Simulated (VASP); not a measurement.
Ti2O under changes of volume

One of the cells (11.897 Å³/atom); the others are scaled copies at fixed shape and fractional positions:

```
Ti O
1.0
     2.95513    0.00000    0.00000
    -1.47757    2.55922    0.00000
     0.00000    0.00000    4.71933
Ti O
2 1
Direct
  0.33333 0.66667 0.73782
  0.66667 0.33333 0.26218
  0.00000 0.00000 0.00000
```

| Property | Result |
| --- | --- |
| Program | VASP 6.6.1 |
| Functional | PBEsol |
| Potentials or basis | VASP PAW PBE potentials, release 64 (Ti_sv, O) |
| Cutoff | 520 eV |
| k mesh | 8 × 8 × 6 |
| Occupations | fermi-dirac, width 0.05 eV |
| Spin | no spin polarisation |

```tsv
volume (Å³/atom)	energy over the lowest point (meV/atom)	pressure (GPa)	largest force (eV/Å)
11.421	14.14	9.7	0.138
11.659	3.72	4.5	0.068
11.897	0.00	0.3	0.006
12.135	?	?	?
12.373	10.01	-7.0	0.100
```

Problem. What does the run at 12.135 Å³/atom give?

Solution. Energy over the lowest point 2.30 meV/atom; pressure -3.5 GPa; largest force 0.050 eV/Å.

Worked out: A Birch-Murnaghan fit of order 2 (a polynomial in V^(-2/3)) to the other rows has its minimum at 11.92 Å³/atom with B0 = V·E''(V) = 201 GPa at fixed shape and positions, which overstates the stiffness. It gives 2.27 meV/atom at 12.135 Å³/atom, against the run's 2.30, and -dE/dV = -3.4 GPa, against -3.5.

Energies are extrapolated to zero smearing.

Caveats: the PAW data sets were made with another functional, which shifts forces and pressure a little.
